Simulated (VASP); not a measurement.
The system is Cu3Au (Auricupride).

```
Cu Au
1.0
     3.74000    0.00000    0.00000
     0.00000    3.74000    0.00000
     0.00000    0.00000    3.74000
Cu Au
3 1
Direct
  0.00000 0.50000 0.50000
  0.50000 0.00000 0.50000
  0.50000 0.50000 0.00000
  0.00000 0.00000 0.00000
```

| Property | Result |
| --- | --- |
| Program | VASP 6.6.1 |
| Task | relaxation of cell and atoms |
| Functional | PBE |
| Potentials or basis | VASP PAW PBE potentials, release 64 (Cu, Au) |
| Cutoff | 600 eV |
| k mesh | 10 × 10 × 10 |
| Occupations | methfessel-paxton, width 0.1 eV |
| Spin | no spin polarisation |

At the start: pressure 5.3 GPa; volume 13.08 Å³/atom.

**Question.** How do energy, volume and symmetry change on relaxing?

**Answer.** Over 3 steps the energy falls by 7.0 meV/atom and the volume is 13.53 Å³/atom (+3.5 %); space group Pm-3m (No. 221, to 0.05 Å).

Step by step:
| step | energy change (eV) | largest force (eV/Å) | pressure (GPa) | volume (Å³) |
| --- | --- | --- | --- | --- |
| 1 | 0.0000 | 0.0000 | 5.25 | 52.31 |
| 2 | -0.0116 | 0.0000 | -3.53 | 55.63 |
| 3 | -0.0282 | 0.0000 | 0.05 | 54.13 |

Final structure:
```cif
data_structure
_symmetry_space_group_name_H-M 'P 1'
_symmetry_Int_Tables_number 1
_cell_length_a 3.7829
_cell_length_b 3.7829
_cell_length_c 3.7829
_cell_angle_alpha 90.000
_cell_angle_beta 90.000
_cell_angle_gamma 90.000
_cell_volume 54.13
loop_
_atom_site_label
_atom_site_type_symbol
_atom_site_fract_x
_atom_site_fract_y
_atom_site_fract_z
_atom_site_occupancy
Cu1 Cu 0.00000 0.50000 0.50000 1
Cu2 Cu 0.50000 0.00000 0.50000 1
Cu3 Cu 0.50000 0.50000 0.00000 1
Au1 Au 0.00000 0.00000 0.00000 1
```
